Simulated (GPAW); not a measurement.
A run of GPAW 26.7.0:

run.py

```python
from ase import Atoms
from ase.dft.bandgap import bandgap
from ase.io import write
from ase.units import GPa
from gpaw import GPAW, PW, setup_paths

setup_paths.insert(0, '.')

atoms = Atoms(['Ge', 'Ge', 'Ge', 'Ge', 'Fe', 'Fe'],
              cell=[[-2.9595565636, 2.9595565636, 2.45140301],
                    [2.9595565636, -2.9595565636, 2.45140301],
                    [2.9595565636, 2.9595565636, -2.45140301]],
              scaled_positions=[[0.84510739, 0.34510739, 0.19021478],
                                [0.65489261, 0.84510739, 0.5],
                                [0.34510739, 0.15489261, 0.5],
                                [0.15489261, 0.65489261, 0.80978522],
                                [0.25, 0.25, 0.0],
                                [0.75, 0.75, 0.0]],
              pbc=True)
atoms.set_initial_magnetic_moments([0.0, 0.0, 0.0, 0.0, 4.0, 4.0])

calc = GPAW(mode=PW(450),
            xc='PBEsol',
            kpts={'size': (6, 6, 6), 'gamma': True},
            occupations={'name': 'fermi-dirac', 'width': 0.05},
            nbands=33,
            maxiter=120,
            txt='gpaw.txt')
atoms.calc = calc
energy = atoms.get_potential_energy()
forces = atoms.get_forces()
stress = atoms.get_stress()
calc.write('gs.gpw')
write('result.traj', atoms)
print(f'Energy: {energy:.6f} eV')
print('Forces (eV/A):')
print(forces.round(4))
print('Stress (GPa):', (stress / GPa).round(3))
print('Moments:', calc.get_magnetic_moments().round(3))
print('Fermi level:', round(calc.get_fermi_level(), 4), 'eV')
print(f'Gap: {bandgap(calc)[0]:.4f} eV, direct: {bandgap(calc, direct=True)[0]:.4f} eV')
```

Potentials or basis: PAW data sets generated in the run's folder for this functional, pw.

Command:

```bash
$ gpaw-setup -f PBEsol Fe Ge
$ OMP_NUM_THREADS=1 python run.py
```

Hardware: 1 thread of Arm Neoverse V1, on a shared host.

Problem. How long does it take, and how much memory?

Solution. Wall time 2.3 min on 1 thread of Arm Neoverse V1, on a shared host, peak memory 0.25 GiB. Counts: scf iterations 12, plane waves 1897, bands 33, k points 36.
